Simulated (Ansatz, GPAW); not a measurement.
## Geometry or basis: what sets the conductance of benzene-1,4-dithiol between two Al chains

Aim: the conductance of benzene-1,4-dithiol between two Al chains after relaxation, and whether geometry, basis or functional moves it most.

Method: Ansatz plane waves; relaxation of the junction with the lead ends held, in the first sound run; inputs show where later runs differ, in GPAW 26.7.0 and Ansatz 0.2.0.

## (1) The structure

The cell holds 26 atoms: 14 Al, 2 S, 4 H and 6 C. Its edges and angles: a = 11.430 Å, b = 9.000 Å, c = 39.841 Å, α = 90.0°, β = 90.0°, γ = 90.0°. Regions: left lead, 7 atoms (7 Al); channel, 12 atoms (2 S, 4 H and 6 C); right lead, 7 atoms (7 Al). Vacuum lies along a and b. The structure is stacked along c, and the current runs across the ab planes.

## (2) Relaxation

Transmission follows bond lengths closely, so the atoms between the held lead ends are relaxed first, from a slightly shaken start that lets symmetry break.

Contents of input.yaml:

```yaml
crystal:
  lattice:
    - [11.4302671739, 0.0, 0.0]
    - [0.0, 9.0, 0.0]
    - [0.0, 0.0, 39.8410932779]
  atoms:
    - { symbol: Al, position: [0.5, 0.5, 0.0301196554] }
    - { symbol: Al, position: [0.5, 0.5, 0.0903589662] }
    - { symbol: Al, position: [0.5, 0.5, 0.150598277] }
    - { symbol: Al, position: [0.5, 0.5, 0.2108375877] }
    - { symbol: Al, position: [0.5, 0.5, 0.2710768985] }
    - { symbol: Al, position: [0.4949474554, 0.4899373492, 0.3321855101] }
    - { symbol: Al, position: [0.5041016939, 0.5044317246, 0.3912320407] }
    - { symbol: S, position: [0.3887961935, 0.6239754168, 0.4277731345] }
    - { symbol: H, position: [0.6336131347, 0.6260786294, 0.4509255205] }
    - { symbol: C, position: [0.4552199396, 0.6250125378, 0.4667847133] }
    - { symbol: C, position: [0.5727282735, 0.6231086665, 0.4707281302] }
    - { symbol: H, position: [0.2789632345, 0.6259433925, 0.4921176081] }
    - { symbol: C, position: [0.3800518416, 0.6218757602, 0.4963958378] }
    - { symbol: C, position: [0.6233584033, 0.625817362, 0.503305809] }
    - { symbol: H, position: [0.7103095344, 0.6325872432, 0.5070549845] }
    - { symbol: C, position: [0.4324537861, 0.6237389758, 0.5271853686] }
    - { symbol: C, position: [0.5483601909, 0.6196531351, 0.532433262] }
    - { symbol: H, position: [0.3729951218, 0.628888518, 0.5519426998] }
    - { symbol: S, position: [0.6119856908, 0.6261084748, 0.5725773575] }
    - { symbol: Al, position: [0.4975599971, 0.5009218, 0.6077759702] }
    - { symbol: Al, position: [0.4991777383, 0.4989859897, 0.667813797] }
    - { symbol: Al, position: [0.5, 0.5, 0.7289231015] }
    - { symbol: Al, position: [0.5, 0.5, 0.7891624123] }
    - { symbol: Al, position: [0.5, 0.5, 0.849401723] }
    - { symbol: Al, position: [0.5, 0.5, 0.9096410338] }
    - { symbol: Al, position: [0.5, 0.5, 0.9698803446] }
kpoints:
  mp_grid: { grid: [1, 1, 2] }
hamiltonian:
  xc: pbe
scf:
  occupations: { method: fermi_dirac, width: 0.1 }
relax:
  f_tol: 0.03
  max_steps: 80
  constraints: [{ sites: [0, 1, 2, 3, 4, 21, 22, 23, 24, 25] }]
```

Launch:

```
$ ansatz run input.yaml --threads 4 --pin off --max-ram 8192MiB --backend cpu --events-out ev --progress --plain --runs-dir out
```

Numbers of over 12 decimals in the logs are rounded to 6 here.

Output:

```text
Engine: ansatz 0.2.0, aarch64-unknown-linux-gnu
Pseudopotentials: kind: paw
Pseudopotential: Al, paw, valence charge 3, recommended cutoff 420 eV (normal), Al.paw.azcp
Pseudopotential: S, paw, valence charge 6, recommended cutoff 420 eV (normal), S.paw.azcp
Pseudopotential: H, paw, valence charge 1, recommended cutoff 420 eV (normal), H.paw.azcp
Pseudopotential: C, paw, valence charge 4, recommended cutoff 420 eV (normal), C.paw.azcp
Functional definition: PBE
  parameter kappa = 0.804
  parameter beta = 0.066725
  exchange = pbe_x(kappa = kappa, mu = beta*pi^2/3)
  correlation = pbe_c(beta = beta)
Crystal: 26 atoms, lattice volume = 4098.549 Å³
Basis set: ecut = 420 eV, 80005 PW (Γ), exchange–correlation on 160×128×540 points (8 copies of the dense FFT grid, shifted against one another)
Bands: 67, of which v1, the nominal top of the filled ones, is band 41 counted from 1 (40 counted from 0)
Symmetry: 1 space group operations
Space group: P1 (ITA 1), of the structure as read, at distance tolerance 1.6e-4 Å
k-points: 2
Non-local potential: Al, projectors of the file, l = 0: 2, l = 1: 2, l = 2: 1
Non-local potential: S, projectors of the file, l = 0: 2, l = 1: 2, l = 2: 2
Non-local potential: H, projectors of the file, l = 0: 2, l = 1: 1
Non-local potential: C, projectors of the file, l = 0: 2, l = 1: 2, l = 2: 1
PAW form: soft (Blöchl's): semilocal exchange-correlation on the pseudo side does not see the compensation charge
PAW one-centre angular grid: Al, 110 points (default); XC on 64 Gauss nodes
PAW one-centre angular grid: S, 110 points (default); XC on 64 Gauss nodes
PAW one-centre angular grid: H, 110 points (default); XC on 64 Gauss nodes
PAW one-centre angular grid: C, 110 points (default); XC on 64 Gauss nodes
Initial density: superposition of atomic densities (neutral atoms: chi_scale 0, normalization atom), corrected by the library's trained network
Initial wavefunctions: pseudopotential atomic-orbital guess
Functional: x = pbe(κ = 0.804, μ = 0.219515), c = pbe(β = 0.066725)
SCF iter   1: F=—  HF=-10871.514488 eV  |F-HF|=—  |Δ(HF+E_count)|=         —  Δρ=2.14e-3  dr2=4.17e-1  ethr=1.77e-3  ⟨swp⟩=19.0  Hψ=1063  notcnv=0
preconditioner: auto → LDOS  [metal: Δε(μ)=0.035 eV  Ē_g=5.588 eV  σ=0.100 eV  W_gap=0.09  n_scr=198 (ndim 8)  ℏωp=4.8 eV  f_vac=0.690  D(μ)=22.06/eV (n_scr^D=72)  β→1.0]
SCF iter   2: F=—  HF=-10871.464905 eV  |F-HF|=—  |Δ(HF+E_count)|=   4.96e-2  Δρ=9.73e-4  dr2=1.61e-1  ethr=5.08e-4  ⟨swp⟩=3.0  Hψ=337  notcnv=0  defer=2
SCF iter   3: F=—  HF=-10871.475373 eV  |F-HF|=—  |Δ(HF+E_count)|=   1.05e-2  Δρ=6.95e-4  dr2=4.48e-2  ethr=1.96e-4  ⟨swp⟩=2.0  Hψ=262  notcnv=0  defer=2
SCF iter   4: F=—  HF=-10871.471208 eV  |F-HF|=—  |Δ(HF+E_count)|=   4.17e-3  Δρ=3.37e-4  dr2=1.07e-2  ethr=5.46e-5  ⟨swp⟩=2.0  Hψ=223  notcnv=0  defer=2
SCF iter   5: F=—  HF=-10871.470406 eV  |F-HF|=—  |Δ(HF+E_count)|=   8.02e-4  Δρ=1.70e-4  dr2=3.77e-3  ethr=1.30e-5  ⟨swp⟩=2.0  Hψ=210  notcnv=0  defer=2
SCF iter   6: F=—  HF=-10871.470214 eV  |F-HF|=—  |Δ(HF+E_count)|=   1.92e-4  Δρ=6.32e-5  dr2=5.45e-4  ethr=4.60e-6  ⟨swp⟩=2.0  Hψ=190  notcnv=0  defer=2
SCF iter   7: F=—  HF=-10871.470206 eV  |F-HF|=—  |Δ(HF+E_count)|=   7.56e-6  Δρ=2.98e-5  dr2=9.09e-5  ethr=6.65e-7  ⟨swp⟩=2.0  Hψ=204  notcnv=0  defer=2
SCF iter   8: F=—  HF=-10871.470212 eV  |F-HF|=—  |Δ(HF+E_count)|=   6.09e-6  Δρ=1.47e-5  dr2=2.68e-5  ethr=2.74e-8  ⟨swp⟩=5.0  Hψ=470  notcnv=0
SCF iter   9: F=-10871.470213 eV  HF=-10871.470215 eV  |F-HF|=1.46e-6  |Δ(HF+E_count)|=   2.21e-6  Δρ=6.51e-6  dr2=4.39e-6  ethr=2.74e-8  ⟨swp⟩=4.0  Hψ=391  notcnv=0
SCF 1 converged in 9 iterations: F = -10871.470213 eV  dr2 = 4.39e-6
  greatest PAW one-centre occupation: 0.859 electrons in one spin orbital (limit 2), on the S atom at site 7 (counted from 0), in its partial waves of l = 0
relax step   1: F+E_penalty+E_count = -10871.47021323 eV  Δ(F+E_penalty+E_count) = +0.000e0 eV  max|allowed force component| = 4.547e0 eV/Å  Δτ_max = 0.0000 Å  (9 SCF iters, dr2 threshold 2.25e-5 eV, accepted)
Initial density: handed on by an earlier stage of this run
Initial wavefunctions: those handed on with the density
iter 1 solved again at ethr=6.20e-4 eV; its pass at ethr=3.10e-3 eV (dr2=5.08e-1 eV) is discarded
SCF iter   1: F=—  HF=-10872.480700 eV  |F-HF|=—  |Δ(HF+E_count)|=         —  Δρ=2.91e-3  dr2=4.68e-1  ethr=6.20e-4  ⟨swp⟩=1.0  Hψ=518  notcnv=0  defer=2
preconditioner: auto → LDOS  [metal: Δε(μ)=0.028 eV  Ē_g=5.624 eV  σ=0.100 eV  W_gap=0.07  n_scr=198 (ndim 8)  ℏωp=4.8 eV  f_vac=0.685  D(μ)=22.23/eV (n_scr^D=72)  β→1.0]
SCF iter   2: F=—  HF=-10872.461138 eV  |F-HF|=—  |Δ(HF+E_count)|=   1.96e-2  Δρ=1.80e-3  dr2=3.13e-1  ethr=5.71e-4  ⟨swp⟩=3.0  Hψ=267  notcnv=0  defer=2
SCF iter   3: F=—  HF=-10872.415773 eV  |F-HF|=—  |Δ(HF+E_count)|=   4.54e-2  Δρ=8.68e-4  dr2=6.90e-2  ethr=3.82e-4  ⟨swp⟩=3.0  Hψ=259  notcnv=0  defer=2
SCF iter   4: F=—  HF=-10872.404024 eV  |F-HF|=—  |Δ(HF+E_count)|=   1.17e-2  Δρ=2.51e-4  dr2=9.85e-3  ethr=8.42e-5  ⟨swp⟩=2.0  Hψ=266  notcnv=0  defer=2
SCF iter   5: F=—  HF=-10872.403597 eV  |F-HF|=—  |Δ(HF+E_count)|=   4.27e-4  Δρ=1.67e-4  dr2=2.86e-3  ethr=1.20e-5  ⟨swp⟩=2.0  Hψ=174  notcnv=0  defer=2
SCF iter   6: F=—  HF=-10872.403314 eV  |F-HF|=—  |Δ(HF+E_count)|=   2.84e-4  Δρ=8.01e-5  dr2=6.85e-4  ethr=3.49e-6  ⟨swp⟩=2.0  Hψ=187  notcnv=0  defer=2
SCF iter   7: F=—  HF=-10872.403313 eV  |F-HF|=—  |Δ(HF+E_count)|=   1.01e-6  Δρ=3.07e-5  dr2=1.10e-4  ethr=8.36e-7  ⟨swp⟩=2.0  Hψ=199  notcnv=0  defer=2
SCF iter   8: F=-10872.403312 eV  HF=-10872.403318 eV  |F-HF|=5.73e-6  |Δ(HF+E_count)|=   5.10e-6  Δρ=1.17e-5  dr2=1.64e-5  ethr=1.22e-7  ⟨swp⟩=4.0  Hψ=447  notcnv=0
SCF 2 converged in 8 iterations: F = -10872.403312 eV  dr2 = 1.64e-5
relax step   2: F+E_penalty+E_count = -10872.40331204 eV  Δ(F+E_penalty+E_count) = -9.331e-1 eV  max|allowed force component| = 1.587e0 eV/Å  Δτ_max = 0.1949 Å  (8 SCF iters, dr2 threshold 1.00e-4 eV, accepted)
iter 1 solved again at ethr=5.73e-4 eV; its pass at ethr=3.10e-3 eV (dr2=4.70e-1 eV) is discarded
SCF iter   1: F=—  HF=-10872.854356 eV  |F-HF|=—  |Δ(HF+E_count)|=         —  Δρ=1.92e-3  dr2=4.26e-1  ethr=5.73e-4  ⟨swp⟩=1.0  Hψ=506  notcnv=0  defer=3
preconditioner: auto → LDOS  [metal: Δε(μ)=0.019 eV  Ē_g=5.599 eV  σ=0.100 eV  W_gap=0.05  n_scr=198 (ndim 8)  ℏωp=4.8 eV  f_vac=0.684  D(μ)=20.61/eV (n_scr^D=68)  β→1.0]
SCF iter   2: F=—  HF=-10872.824463 eV  |F-HF|=—  |Δ(HF+E_count)|=   2.99e-2  Δρ=1.14e-3  dr2=1.02e-1  ethr=5.20e-4  ⟨swp⟩=3.0  Hψ=251  notcnv=0  defer=3
[...]
relax step   9: F+E_penalty+E_count = -10873.26045840 eV  Δ(F+E_penalty+E_count) = -4.439e-3 eV  max|allowed force component| = 5.435e-2 eV/Å  Δτ_max = 0.0675 Å  (7 SCF iters, dr2 threshold 3.44e-6 eV, accepted)
relax step  10: F+E_penalty+E_count = -10873.26389712 eV  Δ(F+E_penalty+E_count) = -3.439e-3 eV  max|allowed force component| = 4.419e-2 eV/Å  Δτ_max = 0.0736 Å  (8 SCF iters, dr2 threshold 1.04e-6 eV, accepted)
relax step  11: F+E_penalty+E_count = -10873.26466675 eV  Δ(F+E_penalty+E_count) = -7.696e-4 eV  max|allowed force component| = 3.237e-2 eV/Å  Δτ_max = 0.0320 Å  (8 SCF iters, accepted)
relax step  12: F+E_penalty+E_count = -10873.26517911 eV  Δ(F+E_penalty+E_count) = -5.124e-4 eV  max|allowed force component| = 1.687e-2 eV/Å  Δτ_max = 0.0357 Å  (9 SCF iters, accepted)
relax step  13: F+E_penalty+E_count = -10873.26562210 eV  Δ(F+E_penalty+E_count) = -4.430e-4 eV  max|allowed force component| = 2.059e-2 eV/Å  Δτ_max = 0.0412 Å  (8 SCF iters, accepted)
relax step  14: F+E_penalty+E_count = -10873.26612024 eV  Δ(F+E_penalty+E_count) = -4.981e-4 eV  max|allowed force component| = 2.750e-2 eV/Å  Δτ_max = 0.0614 Å  (9 SCF iters, accepted)
relax step  15: F+E_penalty+E_count = -10873.26681463 eV  Δ(F+E_penalty+E_count) = -6.944e-4 eV  max|allowed force component| = 3.704e-2 eV/Å  Δτ_max = 0.0927 Å  (9 SCF iters, accepted)
relax step  16: F+E_penalty+E_count = -10873.26758370 eV  Δ(F+E_penalty+E_count) = -7.691e-4 eV  max|allowed force component| = 5.871e-2 eV/Å  Δτ_max = 0.1195 Å  (7 SCF iters, dr2 threshold 1.37e-6 eV, accepted)
relax step  17: F+E_penalty+E_count = -10873.26823272 eV  Δ(F+E_penalty+E_count) = -6.490e-4 eV  max|allowed force component| = 6.058e-2 eV/Å  Δτ_max = 0.1043 Å  (7 SCF iters, dr2 threshold 3.45e-6 eV, accepted)
relax step  18: F+E_penalty+E_count = -10873.26881084 eV  Δ(F+E_penalty+E_count) = -5.781e-4 eV  max|allowed force component| = 4.235e-2 eV/Å  Δτ_max = 0.0420 Å  (6 SCF iters, dr2 threshold 3.67e-6 eV, accepted)
SCF iter   1: F=—  HF=-10873.292320 eV  |F-HF|=—  |Δ(HF+E_count)|=         —  Δρ=1.68e-3  dr2=7.73e-2  ethr=1.05e-3  ⟨swp⟩=3.0  Hψ=314  notcnv=0  defer=2
preconditioner: auto → LDOS  [metal: Δε(μ)=0.068 eV  Ē_g=5.564 eV  σ=0.100 eV  W_gap=0.17  n_scr=198 (ndim 8)  ℏωp=4.8 eV  f_vac=0.684  D(μ)=18.96/eV (n_scr^D=54)  β→1.0]
SCF iter   2: F=—  HF=-10873.292444 eV  |F-HF|=—  |Δ(HF+E_count)|=   1.24e-4  Δρ=8.30e-4  dr2=6.08e-2  ethr=9.43e-5  ⟨swp⟩=3.0  Hψ=340  notcnv=0  defer=2
SCF iter   3: F=—  HF=-10873.269509 eV  |F-HF|=—  |Δ(HF+E_count)|=   2.29e-2  Δρ=1.47e-4  dr2=9.96e-4  ethr=7.42e-5  ⟨swp⟩=2.0  Hψ=244  notcnv=0  defer=2
SCF iter   4: F=—  HF=-10873.269223 eV  |F-HF|=—  |Δ(HF+E_count)|=   2.86e-4  Δρ=4.13e-5  dr2=9.19e-5  ethr=1.21e-6  ⟨swp⟩=3.0  Hψ=202  notcnv=0  defer=2
SCF iter   5: F=—  HF=-10873.269255 eV  |F-HF|=—  |Δ(HF+E_count)|=   3.16e-5  Δρ=8.24e-6  dr2=3.00e-6  ethr=1.12e-7  ⟨swp⟩=2.0  Hψ=197  notcnv=0  defer=2
SCF iter   6: F=—  HF=-10873.269256 eV  |F-HF|=—  |Δ(HF+E_count)|=   1.51e-6  Δρ=4.91e-6  dr2=2.04e-6  ethr=3.66e-9  ⟨swp⟩=2.0  Hψ=215  notcnv=0  defer=2
SCF iter   7: F=—  HF=-10873.269256 eV  |F-HF|=—  |Δ(HF+E_count)|=   1.09e-7  Δρ=1.43e-6  dr2=1.61e-7  ethr=2.49e-9  ⟨swp⟩=2.0  Hψ=196  notcnv=0  defer=2
SCF iter   8: F=-10873.269256 eV  HF=-10873.269256 eV  |F-HF|=1.90e-8  |Δ(HF+E_count)|=   9.63e-8  Δρ=7.67e-7  dr2=6.06e-8  ethr=1.22e-10  ⟨swp⟩=5.0  Hψ=443  notcnv=0
SCF 19 converged in 8 iterations: F = -10873.269256 eV  dr2 = 6.06e-8
relax step  19: F+E_penalty+E_count = -10873.26925608 eV  Δ(F+E_penalty+E_count) = -4.452e-4 eV  max|allowed force component| = 1.676e-2 eV/Å  Δτ_max = 0.0414 Å  (8 SCF iters, accepted)
SCF converged after 8 iterations
Free energy (F): -10873.269256 eV
Harris-Foulkes:  -10873.269256 eV  (|F-HF|=1.90e-8)
Internal energy: -10872.648743 eV  (E = F + TS)
E sigma→0 (E₀):  -10872.958999 eV
Entropy (-TS):   -0.620513 eV (-23.866 meV/atom)
Fermi energy:    -3.183209 eV
--- Per-component energies (eV) ---
  E_band       = -704.338884
  E_kinetic    = 1072.639986
  E_local      = -11143.127635  (includes V_loc(G=0)·N_el)
  E_nonlocal   = 387.365276
  E_hartree    = 5003.183230
  E_xc         = -1030.001338
  E_vxc        = -921.846913  (∫ρ·V_xc dr)
  E_paw        = -8342.430614  (= ΣΔE_a)
  E_vpaw       = -105.732474  (= ΣTr[D̂ρ^β])
  E_aug_tail   = -0.005444  (compensation charges beyond the density's cutoff)
  E_ewald      = 3179.727796
  E_smearing   = -0.620513  (= −TS)
  E_closure    = -0.000000  (closes the sum)
  Σ components = -10873.269256   (vs F -10873.269256, Δ=0.00e0)
--- Forces (eV/Å), atoms counted from 1 ---
  atom   1  Al    -0.00536051    -0.00299355    -0.02802510
  atom   2  Al    -0.02798310     0.01063294    -0.04787390
  atom   3  Al     0.08435029    -0.02212093    -0.03360488
  atom   4  Al    -0.10495664     0.02522926    -0.28880870
  atom   5  Al     0.04813757    -0.00844545     0.78971145
  atom   6  Al     0.00033919    -0.00064587     0.00040461
  atom   7  Al    -0.00685465     0.00276840     0.00837313
  atom   8  S      0.00196871    -0.01028994    -0.01169603
  atom   9  H      0.00021275     0.00076590    -0.00116267
  atom  10  C      0.01676371     0.01672403     0.00414876
  atom  11  C     -0.00680337    -0.00725765     0.00670024
  atom  12  H      0.00273858     0.00294126     0.00466399
  atom  13  C     -0.00973052    -0.00760288    -0.00914470
  atom  14  C      0.00728781    -0.00133466     0.00882363
  atom  15  H     -0.00130759     0.00136501    -0.00479508
  atom  16  C      0.00793938    -0.00336260    -0.00972186
  atom  17  C     -0.01295057     0.00038579     0.00515835
  atom  18  H     -0.00043907     0.00225014     0.00189581
  atom  19  S     -0.00354649    -0.00286367     0.00596158
  atom  20  Al     0.00607324     0.00336007    -0.00902853
  atom  21  Al    -0.00002475    -0.00148100    -0.00060922
  atom  22  Al    -0.04988543    -0.01186164    -0.78788187
  atom  23  Al     0.10373996     0.03069167     0.28786821
  atom  24  Al    -0.08217301    -0.02606235     0.03265898
  atom  25  Al     0.02669869     0.01184423     0.04799465
  atom  26  Al     0.00573944    -0.00266346     0.02794704
  max |Σ_I F_I| component: 4.21e-5 eV/Å
--- Relaxed structure (19 steps of the walk, 19 accepted, 0 SCFs on fresh bases) ---
  F+E_penalty+E_count = -10873.26925608 eV   max|allowed force component| = 1.676e-2 eV/Å
  atoms:
    - { symbol: Al, position: [0.500000, 0.5, 0.030120] }
    - { symbol: Al, position: [0.500000, 0.5, 0.090359] }
    - { symbol: Al, position: [0.500000, 0.5, 0.150598277] }
    - { symbol: Al, position: [0.500000, 0.5, 0.2108375877] }
    - { symbol: Al, position: [0.500000, 0.5, 0.271077] }
    - { symbol: Al, position: [0.385883, 0.535457, 0.326163] }
    - { symbol: Al, position: [0.482847, 0.516547, 0.385701] }
    - { symbol: S, position: [0.366264, 0.573324, 0.429175] }
    - { symbol: H, position: [0.621048, 0.566622, 0.448534] }
    - { symbol: C, position: [0.443832, 0.566464, 0.467959] }
    - { symbol: C, position: [0.566114, 0.566180, 0.470962] }
    - { symbol: H, position: [0.281394, 0.567961, 0.495702] }
    - { symbol: C, position: [0.376585, 0.567527, 0.497498] }
    - { symbol: C, position: [0.619236, 0.566695, 0.502422] }
    - { symbol: H, position: [0.714422, 0.566438, 0.504219] }
    - { symbol: C, position: [0.429704, 0.570090, 0.528958] }
    - { symbol: C, position: [0.551982, 0.569623, 0.531954] }
    - { symbol: H, position: [0.374818, 0.573758, 0.551375] }
    - { symbol: S, position: [0.629395, 0.580550, 0.570726] }
    - { symbol: Al, position: [0.515026, 0.515800, 0.614115] }
    - { symbol: Al, position: [0.611624, 0.541612, 0.673614] }
    - { symbol: Al, position: [0.500000, 0.5, 0.7289231015] }
    - { symbol: Al, position: [0.500000, 0.5, 0.7891624123] }
    - { symbol: Al, position: [0.500000, 0.5, 0.849401723] }
    - { symbol: Al, position: [0.500000, 0.5, 0.909641] }
    - { symbol: Al, position: [0.500000, 0.5, 0.969880] }
```

The job ended after 3.4 min (4 threads of Arm Neoverse V1, shared host; peak memory 3.9 GiB; 13 min of CPU time).

The steps of the relaxation:

| step | energy less that of the first step (eV) | largest force component (eV/Å) |
| --- | --- | --- |
| 1 | 0.0000 | 4.5472 |
| 2 | -0.9331 | 1.5868 |
| 3 | -1.3352 | 0.5756 |
| 4 | -1.5586 | 0.3465 |
| 5 | -1.6794 | 0.1499 |
| 6 | -1.7373 | 0.1126 |
| 7 | -1.7715 | 0.0720 |
| 8 | -1.7858 | 0.0917 |
| 9 | -1.7902 | 0.0544 |
| 10 | -1.7937 | 0.0442 |
| 11 | -1.7945 | 0.0324 |
| 12 | -1.7950 | 0.0169 |
| 13 | -1.7954 | 0.0206 |
| 14 | -1.7959 | 0.0275 |
| 15 | -1.7966 | 0.0370 |
| 16 | -1.7974 | 0.0587 |
| 17 | -1.7980 | 0.0606 |
| 18 | -1.7986 | 0.0423 |
| 19 | -1.7990 | 0.0168 |

The atoms that moved most (Å):

| atom | dx | dy | dz | length |
| --- | --- | --- | --- | --- |
| Al21 | 1.285 | 0.384 | 0.231 | 1.361 |
| Al6 | -1.247 | 0.410 | -0.240 | 1.334 |
| H15 | 0.047 | -0.595 | -0.113 | 0.608 |
| H9 | -0.144 | -0.535 | -0.095 | 0.562 |
| C10 | -0.130 | -0.527 | 0.047 | 0.545 |
| H12 | 0.028 | -0.522 | 0.143 | 0.542 |
| C14 | -0.047 | -0.532 | -0.035 | 0.535 |
| S8 | -0.258 | -0.456 | 0.056 | 0.527 |

This step gave:

| Item | Value |
| --- | --- |
| free energy | -10873.2693 eV |
| smearing term TS | 0.6205 eV |
| symmetry operations | 1 |

The relaxation lowered the energy of the cell by 1.80 eV.

[end of part 1 of 4]

[Logs are printed without paths, hosts, clocks, repeated set-up lines and the standing remarks that a program may print on its own settings, such as how far it seeks lower states.]

[Hosts, paths, dates, database ids (printed as entryN), source tags and the programs' standing remarks are cut or masked in the printed files.]
